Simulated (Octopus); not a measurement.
# ZnSe (Stilleite) in Octopus: convergence with order

ZnSe (Stilleite):

```
CELL_PARAMETERS angstrom
0.00000 2.83380 2.83380
2.83380 0.00000 2.83380
2.83380 2.83380 0.00000
ATOMIC_POSITIONS crystal
Se 0.75000 0.75000 0.75000
Zn 0.00000 0.00000 0.00000
```

| Item | Value |
| --- | --- |
| Program | Octopus 16.4 |
| Task | convergence study |
| Functional | revPBE |
| Potentials or basis | pseudodojo_pbe (PseudoDojo 0.5, PBE) |
| Grid spacing | 0.148 Å |
| k mesh | 3 × 3 × 3 |
| Occupations | fermi-dirac, width 0.1 eV |
| Spin | collinear spin, random start |
| Starting moments | [-0.01, 0.0] μB |

These are the settings of the first run; the series varies order, with any setting tied to it.

Hardware: 1 thread of Intel(R) Xeon(R) Platinum 8488C (Sapphire Rapids), on a shared host.

**Question.** The values tried are 2, 3, 4, 6, 8, 10, loosest first. From which on does the gap on the mesh stay within 0.01 eV of the tightest run that finished?

**Answer.** From 6 on.

```tsv
order	energy less the tightest run, at zero smearing (meV/atom)	gap on the mesh (eV)	SCF cycles	CPU time (s)	peak memory (GiB)
2	-25649.82	1.639	15	40	0.19
3	-5915.38	1.469	15	47	0.21
4	-1754.76	1.427	15	53	0.23
6	-236.22	1.411	17	77	0.28
8	-37.69	1.408	17	97	0.34
10	0.00	1.407	17	130	0.4
```

Not settled before the last step: the energy (to 1 meV/atom). The tightest run that finished is the yardstick and may itself not be fully converged.

Caveat, for the tightest run too: the k mesh is coarse (spacing up to 0.64 Å⁻¹), so the values aren't converged.
